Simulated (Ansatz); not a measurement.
input.yaml

```yaml
crystal:
  lattice:
    - [8.2975923941, -1.0e-10, 0.0]
    - [-4.148796197, 6.9283969826, 0.0184226569]
    - [0.0, 0.0133849197, 5.1887533018]
  atoms:
    - { symbol: Se, position: [0.1059676694, 0.0, 0.1666666667] }
    - { symbol: Se, position: [0.1179076383, 0.5033551174, 0.1654762196] }
    - { symbol: Se, position: [0.6333886869, 0.0, 0.1666666667] }
    - { symbol: Se, position: [0.6145525209, 0.4966448826, 0.1678571137] }
    - { symbol: Se, position: [-0.0093967847, 0.1266417409, 0.8353890616] }
    - { symbol: Se, position: [-0.0121877504, 0.6179051135, 0.8363871493] }
    - { symbol: Se, position: [0.4952751502, 0.1251003989, 0.8422928384] }
    - { symbol: Se, position: [0.4985609474, 0.6285070842, 0.8298013187] }
    - { symbol: Se, position: [0.3699071361, 0.3820948865, 0.496946184] }
    - { symbol: Se, position: [0.3701747513, 0.8748996011, 0.4910404949] }
    - { symbol: Se, position: [0.8700538632, 0.3714929158, 0.5035320147] }
    - { symbol: Se, position: [0.8639614744, 0.8733582591, 0.4979442718] }
    - { symbol: H, position: [0.2762791415, 0.0, 0.6666666667] }
basis:
  ecutwfc: 420
kpoints:
  mp_grid: { grid: [4, 4, 6] }
hamiltonian:
  xc: pbe
  dispersion: d3bj
scf:
  occupations: { method: gaussian, width: 0.1 }
output:
  forces: true
  stress: true
  eigenvalues: true
  write_density: true
  write_potential: true
  elf: true
  volumetric_format: npy
relax:
  adjacent_minimum: "off"
  f_tol: 0.025
  max_steps: 70
  cell: { stress_tol: 0.12 }
```

Run as
```bash
ansatz run input.yaml --threads 2 --pin off --max-ram 5120MiB --backend cpu --events-out ev --progress --plain --runs-dir out
```

The calculation used DFT PBE+D3(BJ), scalar-relativistic, plane waves, PAW in Ansatz 0.2.0.

Abridged output:

```
Pseudopotentials: kind: paw
Pseudopotential: Se, paw, valence charge 16, recommended cutoff 420 eV (normal)
Pseudopotential: H, paw, valence charge 1, recommended cutoff 420 eV (normal)
Functional definition: PBE
Crystal: 13 atoms, lattice volume = 298.294 Å³
Basis set: ecut = 420 eV, 5831 PW (Γ), exchange–correlation on 120×108×72 points (8 copies of the dense FFT grid, shifted against one another)
Bands: 116, of which v1, the nominal top of the filled ones, is band 97 counted from 1 (96 counted from 0)
Symmetry: 2 space group operations
Space group: C2 (ITA 5), of the structure as read, at distance tolerance 6.7e-5 Å
k-points: 34 of 96 (time reversal used)
Initial density: superposition of atomic densities (neutral atoms: chi_scale 0, normalization atom), corrected by the library's trained network
Initial wavefunctions: pseudopotential atomic-orbital guess
Functional: x = pbe(κ = 0.804, μ = 0.21951497), c = pbe(β = 0.06672455)
SCF iter   1: F=—  HF=-65646.799416 eV  |F-HF|=—  |Δ(HF+E_count)|=         —  Δρ=3.89e-3  dr2=4.75e-2  ethr=1.77e-3  ⟨swp⟩=5.9  Hψ=14319  notcnv=0  defer=53
SCF iter   2: F=—  HF=-65646.793546 eV  |F-HF|=—  |Δ(HF+E_count)|=   5.87e-3  Δρ=1.71e-3  dr2=1.19e-2  ethr=2.46e-5  ⟨swp⟩=2.0  Hψ=6064  notcnv=0  defer=225
SCF iter   3: F=—  HF=-65646.791035 eV  |F-HF|=—  |Δ(HF+E_count)|=   2.51e-3  Δρ=8.96e-4  dr2=4.00e-3  ethr=6.19e-6  ⟨swp⟩=2.0  Hψ=6897  notcnv=0  defer=225
SCF iter   4: F=—  HF=-65646.790345 eV  |F-HF|=—  |Δ(HF+E_count)|=   6.90e-4  Δρ=5.38e-4  dr2=1.06e-3  ethr=2.07e-6  ⟨swp⟩=2.0  Hψ=4445  notcnv=0  defer=225
SCF iter   5: F=—  HF=-65646.790151 eV  |F-HF|=—  |Δ(HF+E_count)|=   1.94e-4  Δρ=2.46e-4  dr2=3.29e-4  ethr=5.49e-7  ⟨swp⟩=2.0  Hψ=4737  notcnv=0  defer=225
SCF iter   6: F=—  HF=-65646.790088 eV  |F-HF|=—  |Δ(HF+E_count)|=   6.33e-5  Δρ=9.62e-5  dr2=4.04e-5  ethr=1.70e-7  ⟨swp⟩=2.0  Hψ=4483  notcnv=0  defer=225
SCF iter   7: F=—  HF=-65646.790098 eV  |F-HF|=—  |Δ(HF+E_count)|=   9.69e-6  Δρ=2.77e-5  dr2=5.53e-6  ethr=2.09e-8  ⟨swp⟩=2.0  Hψ=4729  notcnv=0  defer=226
SCF iter   8: F=—  HF=-65646.790097 eV  |F-HF|=—  |Δ(HF+E_count)|=   8.13e-7  Δρ=8.65e-6  dr2=3.51e-7  ethr=2.86e-9  ⟨swp⟩=2.0  Hψ=4551  notcnv=0  defer=226
SCF iter   9: F=-65646.790097 eV  HF=-65646.790097 eV  |F-HF|=1.24e-8  |Δ(HF+E_count)|=   3.06e-8  Δρ=2.35e-6  dr2=2.86e-8  ethr=5.18e-11  ⟨swp⟩=13.0  Hψ=28823  notcnv=0
SCF 1 converged in 9 iterations: F = -65646.790097 eV  dr2 = 2.86e-8
relax step   1: F+E_penalty+E_count = -65646.79009681 eV  Δ(F+E_penalty+E_count) = +0.000e0 eV  max|allowed force component| = 4.806e-2 eV/Å  Δτ_max = 0.0000 Å  P = -0.004 GPa  Ω = 298.294 Å³  (9 SCF iters, dr2 threshold 1.00e-7 eV, accepted)
Crystal: 13 atoms, lattice volume = 297.849 Å³
Basis set: ecut = 420 eV, 5815 PW (Γ), exchange–correlation on 120×108×72 points (8 copies of the dense FFT grid, shifted against one another)
Initial density: handed on by an earlier stage of this run
Initial wavefunctions: those handed on with the density
SCF iter   1: F=—  HF=-65646.787116 eV  |F-HF|=—  |Δ(HF+E_count)|=         —  Δρ=2.08e-3  dr2=8.11e-3  ethr=4.17e-6  ⟨swp⟩=2.8  Hψ=17038  notcnv=0
SCF iter   2: F=—  HF=-65646.787143 eV  |F-HF|=—  |Δ(HF+E_count)|=   2.69e-5  Δρ=6.89e-4  dr2=2.31e-3  ethr=4.17e-6  ⟨swp⟩=2.0  Hψ=7086  notcnv=0
SCF iter   3: F=—  HF=-65646.786564 eV  |F-HF|=—  |Δ(HF+E_count)|=   5.79e-4  Δρ=1.95e-4  dr2=3.04e-4  ethr=1.20e-6  ⟨swp⟩=2.0  Hψ=5052  notcnv=0
SCF iter   4: F=—  HF=-65646.786510 eV  |F-HF|=—  |Δ(HF+E_count)|=   5.33e-5  Δρ=5.40e-5  dr2=1.10e-5  ethr=1.58e-7  ⟨swp⟩=2.0  Hψ=4696  notcnv=0
SCF iter   5: F=—  HF=-65646.786629 eV  |F-HF|=—  |Δ(HF+E_count)|=   1.19e-4  Δρ=1.38e-5  dr2=6.34e-7  ethr=5.70e-9  ⟨swp⟩=2.0  Hψ=6463  notcnv=0
SCF iter   6: F=-65646.786630 eV  HF=-65646.786630 eV  |F-HF|=6.18e-8  |Δ(HF+E_count)|=   1.24e-7  Δρ=5.85e-6  dr2=1.28e-7  ethr=7.48e-11  ⟨swp⟩=9.4  Hψ=30340  notcnv=0
SCF 2 converged in 6 iterations: F = -65646.786630 eV  dr2 = 1.28e-7
relax step   2: F+E_penalty+E_count = -65646.78662955 eV  Δ(F+E_penalty+E_count) = +3.467e-3 eV  max|allowed force component| = 6.995e-2 eV/Å  Δτ_max = 0.0527 Å  P = +0.091 GPa  Ω = 297.849 Å³  energy of the carried Pulay correction = +4.364e-5 eV  (6 SCF iters, dr2 threshold 1.44e-7 eV, rejected (line search))
Crystal: 13 atoms, lattice volume = 298.011 Å³
Basis set: ecut = 420 eV, 5819 PW (Γ), exchange–correlation on 120×108×72 points (8 copies of the dense FFT grid, shifted against one another)
SCF iter   1: F=—  HF=-65646.793074 eV  |F-HF|=—  |Δ(HF+E_count)|=         —  Δρ=1.38e-3  dr2=3.49e-3  ethr=1.82e-6  ⟨swp⟩=2.0  Hψ=14115  notcnv=0
SCF iter   2: F=—  HF=-65646.793076 eV  |F-HF|=—  |Δ(HF+E_count)|=   2.62e-6  Δρ=4.42e-4  dr2=8.76e-4  ethr=1.81e-6  ⟨swp⟩=2.0  Hψ=6497  notcnv=0
SCF iter   3: F=—  HF=-65646.792844 eV  |F-HF|=—  |Δ(HF+E_count)|=   2.32e-4  Δρ=1.24e-4  dr2=1.16e-4  ethr=4.54e-7  ⟨swp⟩=2.0  Hψ=5837  notcnv=0
SCF iter   4: F=—  HF=-65646.792824 eV  |F-HF|=—  |Δ(HF+E_count)|=   2.06e-5  Δρ=3.80e-5  dr2=6.02e-6  ethr=6.02e-8  ⟨swp⟩=2.0  Hψ=4738  notcnv=0
SCF iter   5: F=—  HF=-65646.792871 eV  |F-HF|=—  |Δ(HF+E_count)|=   4.75e-5  Δρ=1.38e-5  dr2=6.73e-7  ethr=3.12e-9  ⟨swp⟩=2.0  Hψ=6534  notcnv=0
SCF iter   6: F=—  HF=-65646.792871 eV  |F-HF|=—  |Δ(HF+E_count)|=   1.41e-8  Δρ=7.96e-6  dr2=2.51e-7  ethr=3.48e-10  ⟨swp⟩=2.0  Hψ=4779  notcnv=0
SCF iter   7: F=—  HF=-65646.792871 eV  |F-HF|=—  |Δ(HF+E_count)|=   4.02e-8  Δρ=4.15e-6  dr2=6.78e-8  ethr=1.30e-10  ⟨swp⟩=2.0  Hψ=4853  notcnv=0
SCF iter   8: F=—  HF=-65646.792871 eV  |F-HF|=—  |Δ(HF+E_count)|=   1.30e-8  Δρ=1.78e-6  dr2=1.72e-8  ethr=3.51e-11  ⟨swp⟩=2.0  Hψ=4758  notcnv=0
SCF iter   9: F=—  HF=-65646.792871 eV  |F-HF|=—  |Δ(HF+E_count)|=   2.78e-9  Δρ=6.00e-7  dr2=1.95e-9  ethr=8.91e-12  ⟨swp⟩=2.0  Hψ=4783  notcnv=0
SCF iter  10: F=-65646.792871 eV  HF=-65646.792871 eV  |F-HF|=2.04e-10  |Δ(HF+E_count)|=  4.07e-10  Δρ=2.07e-7  dr2=2.60e-10  ethr=1.00e-12  ⟨swp⟩=6.0  Hψ=20448  notcnv=0
SCF 3 converged in 10 iterations: F = -65646.792871 eV  dr2 = 2.60e-10
relax step   3: F+E_penalty+E_count = -65646.79287116 eV  Δ(F+E_penalty+E_count) = -2.774e-3 eV  max|allowed force component| = 4.958e-2 eV/Å  Δτ_max = 0.0196 Å  P = +0.031 GPa  Ω = 298.011 Å³  energy of the carried Pulay correction = +2.780e-5 eV  (10 SCF iters, accepted)
Crystal: 13 atoms, lattice volume = 297.784 Å³
Basis set: ecut = 420 eV, 5811 PW (Γ), exchange–correlation on 120×108×72 points (8 copies of the dense FFT grid, shifted against one another)
SCF iter   1: F=—  HF=-65646.794601 eV  |F-HF|=—  |Δ(HF+E_count)|=         —  Δρ=5.33e-4  dr2=6.45e-4  ethr=2.76e-7  ⟨swp⟩=3.1  Hψ=17719  notcnv=0
SCF iter   2: F=—  HF=-65646.794556 eV  |F-HF|=—  |Δ(HF+E_count)|=   4.47e-5  Δρ=1.78e-4  dr2=1.63e-4  ethr=2.76e-7  ⟨swp⟩=2.0  Hψ=5192  notcnv=0
SCF iter   3: F=—  HF=-65646.794520 eV  |F-HF|=—  |Δ(HF+E_count)|=   3.59e-5  Δρ=5.59e-5  dr2=2.16e-5  ethr=8.45e-8  ⟨swp⟩=2.4  Hψ=6122  notcnv=0
   ...
Crystal: 13 atoms, lattice volume = 298.887 Å³
Basis set: ecut = 420 eV, 5863 PW (Γ), exchange–correlation on 120×108×72 points (8 copies of the dense FFT grid, shifted against one another)
SCF iter   1: F=—  HF=-65646.797138 eV  |F-HF|=—  |Δ(HF+E_count)|=         —  Δρ=3.58e-4  dr2=3.01e-4  ethr=1.32e-7  ⟨swp⟩=3.0  Hψ=19395  notcnv=0
SCF iter   2: F=—  HF=-65646.797112 eV  |F-HF|=—  |Δ(HF+E_count)|=   2.54e-5  Δρ=1.28e-4  dr2=7.91e-5  ethr=1.32e-7  ⟨swp⟩=2.0  Hψ=5190  notcnv=0
SCF iter   3: F=—  HF=-65646.797023 eV  |F-HF|=—  |Δ(HF+E_count)|=   8.91e-5  Δρ=4.82e-5  dr2=1.06e-5  ethr=4.10e-8  ⟨swp⟩=2.0  Hψ=5034  notcnv=0
SCF iter   4: F=—  HF=-65646.797134 eV  |F-HF|=—  |Δ(HF+E_count)|=   1.11e-4  Δρ=2.72e-5  dr2=3.95e-6  ethr=5.47e-9  ⟨swp⟩=2.6  Hψ=6918  notcnv=0
SCF iter   5: F=—  HF=-65646.797134 eV  |F-HF|=—  |Δ(HF+E_count)|=   4.79e-7  Δρ=1.80e-5  dr2=1.37e-6  ethr=2.04e-9  ⟨swp⟩=1.6  Hψ=4027  notcnv=0
SCF iter   6: F=—  HF=-65646.797133 eV  |F-HF|=—  |Δ(HF+E_count)|=   2.88e-7  Δρ=8.17e-6  dr2=3.25e-7  ethr=7.12e-10  ⟨swp⟩=2.0  Hψ=4775  notcnv=0
SCF iter   7: F=-65646.797133 eV  HF=-65646.797133 eV  |F-HF|=6.43e-9  |Δ(HF+E_count)|=   6.70e-8  Δρ=2.08e-6  dr2=1.44e-8  ethr=3.77e-11  ⟨swp⟩=6.1  Hψ=25435  notcnv=0
SCF 7 converged in 7 iterations: F = -65646.797133 eV  dr2 = 1.44e-8
relax step   7: F+E_penalty+E_count = -65646.79713335 eV  Δ(F+E_penalty+E_count) = -3.705e-4 eV  max|allowed force component| = 2.748e-2 eV/Å  Δτ_max = 0.0055 Å  P = -0.067 GPa  Ω = 298.887 Å³  energy of the carried Pulay correction = -5.801e-5 eV  (7 SCF iters, dr2 threshold 7.27e-8 eV, accepted)
Crystal: 13 atoms, lattice volume = 299.749 Å³
Basis set: ecut = 420 eV, 5879 PW (Γ), exchange–correlation on 120×108×72 points (8 copies of the dense FFT grid, shifted against one another)
SCF iter   1: F=—  HF=-65646.796964 eV  |F-HF|=—  |Δ(HF+E_count)|=         —  Δρ=3.95e-4  dr2=2.85e-4  ethr=1.48e-7  ⟨swp⟩=2.2  Hψ=16424  notcnv=0
SCF iter   2: F=—  HF=-65646.796939 eV  |F-HF|=—  |Δ(HF+E_count)|=   2.54e-5  Δρ=9.34e-5  dr2=2.98e-5  ethr=1.48e-7  ⟨swp⟩=2.0  Hψ=5189  notcnv=0
SCF iter   3: F=—  HF=-65646.796974 eV  |F-HF|=—  |Δ(HF+E_count)|=   3.47e-5  Δρ=2.61e-5  dr2=3.99e-6  ethr=1.54e-8  ⟨swp⟩=2.0  Hψ=7141  notcnv=0
SCF iter   4: F=—  HF=-65646.796972 eV  |F-HF|=—  |Δ(HF+E_count)|=   1.19e-6  Δρ=8.59e-6  dr2=2.69e-7  ethr=2.07e-9  ⟨swp⟩=2.0  Hψ=7181  notcnv=0
SCF iter   5: F=—  HF=-65646.796972 eV  |F-HF|=—  |Δ(HF+E_count)|=   2.49e-9  Δρ=5.20e-6  dr2=1.40e-7  ethr=2.44e-11  ⟨swp⟩=9.6  Hψ=26379  notcnv=0
SCF iter   6: F=-65646.796972 eV  HF=-65646.796972 eV  |F-HF|=3.13e-8  |Δ(HF+E_count)|=   1.35e-8  Δρ=3.44e-6  dr2=4.55e-8  ethr=2.44e-11  ⟨swp⟩=6.4  Hψ=24302  notcnv=0
SCF 8 converged in 6 iterations: F = -65646.796972 eV  dr2 = 4.55e-8
relax step   8: F+E_penalty+E_count = -65646.79697233 eV  Δ(F+E_penalty+E_count) = +1.610e-4 eV  max|allowed force component| = 2.733e-2 eV/Å  Δτ_max = 0.0095 Å  P = +0.035 GPa  Ω = 299.749 Å³  energy of the carried Pulay correction = -1.422e-4 eV  (6 SCF iters, dr2 threshold 4.72e-8 eV, rejected (line search))
Crystal: 13 atoms, lattice volume = 299.245 Å³
Basis set: ecut = 420 eV, 5867 PW (Γ), exchange–correlation on 120×108×72 points (8 copies of the dense FFT grid, shifted against one another)
SCF iter   1: F=—  HF=-65646.797398 eV  |F-HF|=—  |Δ(HF+E_count)|=         —  Δρ=2.92e-4  dr2=1.84e-4  ethr=9.25e-8  ⟨swp⟩=2.0  Hψ=16240  notcnv=0
SCF iter   2: F=—  HF=-65646.797381 eV  |F-HF|=—  |Δ(HF+E_count)|=   1.70e-5  Δρ=8.30e-5  dr2=2.76e-5  ethr=9.25e-8  ⟨swp⟩=2.0  Hψ=5189  notcnv=0
SCF iter   3: F=—  HF=-65646.797305 eV  |F-HF|=—  |Δ(HF+E_count)|=   7.62e-5  Δρ=2.87e-5  dr2=6.23e-6  ethr=1.43e-8  ⟨swp⟩=2.0  Hψ=5178  notcnv=0
SCF iter   4: F=—  HF=-65646.797417 eV  |F-HF|=—  |Δ(HF+E_count)|=   1.13e-4  Δρ=7.68e-6  dr2=2.84e-7  ethr=3.23e-9  ⟨swp⟩=2.0  Hψ=4832  notcnv=0
SCF iter   5: F=—  HF=-65646.797417 eV  |F-HF|=—  |Δ(HF+E_count)|=   1.31e-8  Δρ=4.32e-6  dr2=1.71e-7  ethr=1.47e-10  ⟨swp⟩=2.0  Hψ=5175  notcnv=0
SCF iter   6: F=—  HF=-65646.797417 eV  |F-HF|=—  |Δ(HF+E_count)|=   1.94e-8  Δρ=2.69e-6  dr2=3.52e-8  ethr=8.85e-11  ⟨swp⟩=2.0  Hψ=4291  notcnv=0
SCF iter   7: F=—  HF=-65646.797417 eV  |F-HF|=—  |Δ(HF+E_count)|=   5.75e-9  Δρ=1.37e-6  dr2=7.44e-9  ethr=1.82e-11  ⟨swp⟩=2.0  Hψ=4780  notcnv=0
SCF iter   8: F=—  HF=-65646.797417 eV  |F-HF|=—  |Δ(HF+E_count)|=   1.40e-9  Δρ=6.18e-7  dr2=1.33e-9  ethr=3.86e-12  ⟨swp⟩=2.0  Hψ=4886  notcnv=0
SCF iter   9: F=-65646.797417 eV  HF=-65646.797417 eV  |F-HF|=1.31e-10  |Δ(HF+E_count)|=  1.31e-10  Δρ=2.11e-7  dr2=1.82e-10  ethr=1.00e-12  ⟨swp⟩=6.1  Hψ=20037  notcnv=0
SCF 9 converged in 9 iterations: F = -65646.797417 eV  dr2 = 1.82e-10
relax step   9: F+E_penalty+E_count = -65646.79741743 eV  Δ(F+E_penalty+E_count) = -2.841e-4 eV  max|allowed force component| = 8.390e-3 eV/Å  Δτ_max = 0.0042 Å  P = +0.007 GPa  Ω = 299.245 Å³  energy of the carried Pulay correction = -9.302e-5 eV  (9 SCF iters, accepted)
Basis set: ecut = 420 eV, 5867 PW (Γ), exchange–correlation on 120×120×72 points (8 copies of the dense FFT grid, shifted against one another)
Initial wavefunctions: pseudopotential atomic-orbital guess (no wavefunctions were taken with the density)
SCF iter   1: F=—  HF=-65646.786456 eV  |F-HF|=—  |Δ(HF+E_count)|=         —  Δρ=4.60e-4  dr2=1.41e-5  ethr=1.79e-8  ⟨swp⟩=3.0  Hψ=23873  notcnv=0
SCF iter   2: F=—  HF=-65646.797519 eV  |F-HF|=—  |Δ(HF+E_count)|=   1.11e-2  Δρ=1.32e-5  dr2=9.15e-7  ethr=7.29e-9  ⟨swp⟩=2.0  Hψ=5202  notcnv=0
SCF iter   3: F=—  HF=-65646.797519 eV  |F-HF|=—  |Δ(HF+E_count)|=   1.82e-7  Δρ=4.83e-6  dr2=1.12e-7  ethr=4.74e-10  ⟨swp⟩=2.1  Hψ=6942  notcnv=0
SCF iter   4: F=—  HF=-65646.797519 eV  |F-HF|=—  |Δ(HF+E_count)|=   2.92e-8  Δρ=2.09e-6  dr2=3.25e-8  ethr=5.80e-11  ⟨swp⟩=2.0  Hψ=7231  notcnv=0
SCF iter   5: F=—  HF=-65646.797519 eV  |F-HF|=—  |Δ(HF+E_count)|=   4.18e-9  Δρ=7.95e-7  dr2=3.55e-9  ethr=1.68e-11  ⟨swp⟩=2.0  Hψ=4780  notcnv=0
SCF iter   6: F=—  HF=-65646.797519 eV  |F-HF|=—  |Δ(HF+E_count)|=   1.38e-9  Δρ=3.14e-7  dr2=7.84e-10  ethr=1.00e-12  ⟨swp⟩=7.5  Hψ=22340  notcnv=0
SCF iter   7: F=-65646.797519 eV  HF=-65646.797519 eV  |F-HF|=0.00e0  |Δ(HF+E_count)|=  8.73e-11  Δρ=7.65e-8  dr2=2.63e-11  ethr=1.00e-12  ⟨swp⟩=6.0  Hψ=18683  notcnv=0
SCF 10 converged in 7 iterations: F = -65646.797519 eV  dr2 = 2.63e-11
SCF converged after 7 iterations
Free energy (F): -65646.797519 eV
Harris-Foulkes:  -65646.797519 eV  (|F-HF|=0.00e0)
Internal energy: -65646.778187 eV  (E = F + TS)
E sigma→0 (E₀):  -65646.787853 eV
Entropy (-TS):   -0.019332 eV (-1.487 meV/atom)
Fermi energy:    8.863607 eV
--- Per-component energies (eV) ---
  E_band       = -4672.174971
  E_kinetic    = 1418.199296
  E_local      = -28935.531845  (includes V_loc(G=0)·N_el)
  E_nonlocal   = -7129.784031
  E_hartree    = 14273.835547
  E_xc         = -1252.699122
  E_vxc        = -1180.496035  (∫ρ·V_xc dr)
  E_paw        = -22945.057943  (= ΣΔE_a)
  E_vpaw       = 2607.774504  (= ΣTr[D̂ρ^β])
  E_aug_tail   = -0.008095  (compensation charges beyond the density's cutoff)
  E_ewald      = -21071.416015
  E_disp       = -4.315978  (pairwise vdW)
  E_smearing   = -0.019332  (= −TS)
--- Forces (eV/Å), atoms counted from 1 ---
  atom   1  Se    -0.00205928     0.00000000     0.00000000
  atom   2  Se     0.00174797    -0.00025138    -0.00208896
  atom   3  Se     0.00655989     0.00000000     0.00000000
  atom   4  Se     0.00174797     0.00025138     0.00208896
  atom   5  Se    -0.00089431    -0.00137800    -0.00565862
  atom   6  Se    -0.00063609    -0.00459101     0.00142920
  atom   7  Se    -0.00472712    -0.00348995    -0.00025045
  atom   8  Se    -0.00194329     0.00026942    -0.00078684
  atom   9  Se    -0.00063609     0.00459101    -0.00142920
  atom  10  Se    -0.00472712     0.00348995     0.00025045
  atom  11  Se    -0.00194329    -0.00026942     0.00078684
  atom  12  Se    -0.00089431     0.00137800     0.00565862
  atom  13  H      0.00840405     0.00000000     0.00000000
--- Stress (GPa, compression-positive) ---
        0.002558       0.000000       0.000000
        0.000000       0.008606      -0.011375
        0.000000      -0.011375       0.009373
  P = ⅓ Tr σ = 0.0068 GPa (0.068 kbar)
--- Band table (eV; the first three rows and the last of 34) ---
  k-point 0: bands = ["-40.3762", "-40.3527", "-40.3514", "-40.3302", "-40.2422", "-40.2397", "-40.2366", "-40.2267", "-40.2209", "-40.2082", "-40.1537", "-40.1529", "-40.1373", "-40.1320", "-40.1085", "-40.1084", "-40.1030", "-40.1026", "-40.0904", "-40.0849", "-40.0849", "-40.0811", "-40.0711", "-40.0710", "-40.0707", "-40.0706", "-40.0587", "-40.0579", "-40.0369", "-40.0368", "-40.0190", "-40.0180", "-39.9844", "-39.9696", "-39.9653", "-39.9621", "-39.9323", "-39.9268", "-39.9267", "-39.9222", "-39.9222", "-39.9114", "-39.9114", "-39.8858", "-39.8820", "-39.8818", "-39.8802", "-39.8800", "-39.8679", "-39.8679", "-39.8526", "-39.8514", "-39.8482", "-39.8357", "-39.8347", "-39.8238", "-39.8 ...
  k-point 1: bands = ["-40.3763", "-40.3528", "-40.3514", "-40.3301", "-40.2432", "-40.2397", "-40.2366", "-40.2260", "-40.2212", "-40.2073", "-40.1537", "-40.1529", "-40.1375", "-40.1319", "-40.1133", "-40.1132", "-40.0977", "-40.0974", "-40.0903", "-40.0846", "-40.0845", "-40.0819", "-40.0730", "-40.0728", "-40.0677", "-40.0677", "-40.0598", "-40.0568", "-40.0390", "-40.0389", "-40.0192", "-40.0178", "-39.9836", "-39.9700", "-39.9653", "-39.9622", "-39.9323", "-39.9268", "-39.9267", "-39.9222", "-39.9222", "-39.9113", "-39.9113", "-39.8858", "-39.8822", "-39.8819", "-39.8801", "-39.8799", "-39.8679", "-39.8679", "-39.8516", "-39.8505", "-39.8482", "-39.8367", "-39.8359", "-39.8235", "-39.8 ...
  k-point 2: bands = ["-40.3763", "-40.3531", "-40.3513", "-40.3297", "-40.2450", "-40.2398", "-40.2365", "-40.2247", "-40.2217", "-40.2055", "-40.1536", "-40.1528", "-40.1378", "-40.1318", "-40.1178", "-40.1177", "-40.0927", "-40.0925", "-40.0899", "-40.0836", "-40.0832", "-40.0831", "-40.0745", "-40.0743", "-40.0626", "-40.0625", "-40.0608", "-40.0557", "-40.0446", "-40.0446", "-40.0195", "-40.0176", "-39.9818", "-39.9710", "-39.9653", "-39.9624", "-39.9323", "-39.9269", "-39.9268", "-39.9223", "-39.9223", "-39.9112", "-39.9111", "-39.8858", "-39.8824", "-39.8821", "-39.8799", "-39.8797", "-39.8679", "-39.8678", "-39.8492", "-39.8484", "-39.8480", "-39.8391", "-39.8387", "-39.8231", "-39.8 ...
  k-point 33: bands = ["-40.3764", "-40.3532", "-40.3512", "-40.3296", "-40.2458", "-40.2399", "-40.2365", "-40.2240", "-40.2221", "-40.2046", "-40.1536", "-40.1528", "-40.1379", "-40.1317", "-40.1194", "-40.1194", "-40.0912", "-40.0912", "-40.0898", "-40.0844", "-40.0820", "-40.0820", "-40.0752", "-40.0752", "-40.0613", "-40.0579", "-40.0579", "-40.0553", "-40.0496", "-40.0496", "-40.0196", "-40.0175", "-39.9808", "-39.9717", "-39.9652", "-39.9625", "-39.9323", "-39.9269", "-39.9269", "-39.9223", "-39.9223", "-39.9111", "-39.9111", "-39.8858", "-39.8823", "-39.8823", "-39.8797", "-39.8797", "-39.8679", "-39.8678", "-39.8483", "-39.8469", "-39.8469", "-39.8407", "-39.8407", "-39.8225", "-39. ...
--- Relaxed structure (9 steps of the walk, 6 accepted, 1 SCFs on fresh bases) ---
  F+E_penalty+E_count = -65646.79751882 eV   max|allowed force component| = 8.404e-3 eV/Å   (the final SCF, on the basis selected at the relaxed cell)
  cell:  # Å, volume = 299.2450 Å³
    - [8.45467079, 0.0, 0.0]
    - [-4.22733539, 6.90576785, 0.05568505]
    - [0.0, 0.04141529, 5.12562056]
  atoms:
    - { symbol: Se, position: [0.10648861, 0.0, 0.16666666] }
    - { symbol: Se, position: [0.11575476, 0.50288543, 0.16581425] }
    - { symbol: Se, position: [0.63664974, 0.0, 0.16666666] }
    - { symbol: Se, position: [0.61286933, 0.49711456, 0.16751907] }
    - { symbol: Se, position: [-0.00895275, 0.12700083, 0.83419574] }
    - { symbol: Se, position: [-0.01443316, 0.61667689, 0.83703395] }
    - { symbol: Se, position: [0.49630515, 0.12351128, 0.84052224] }
    - { symbol: Se, position: [0.49909206, 0.63141360, 0.82829111] }
    - { symbol: Se, position: [0.36888993, 0.38332310, 0.49629938] }
    - { symbol: Se, position: [0.37279387, 0.87648871, 0.49281108] }
    - { symbol: Se, position: [0.86767845, 0.36858639, 0.50504222] }
    - { symbol: Se, position: [0.86404640, 0.87299916, 0.49913758] }
    - { symbol: H, position: [0.27726200, 0.0, 0.66666666] }
```

The relaxation met its thresholds.

Time: 6.5 min on 2 threads of Intel(R) Xeon(R) 6975P-C (Granite Rapids) (shared host), peak memory 1.4 GiB.

Spin polarisation was left out, and a magnetic state may lie lower.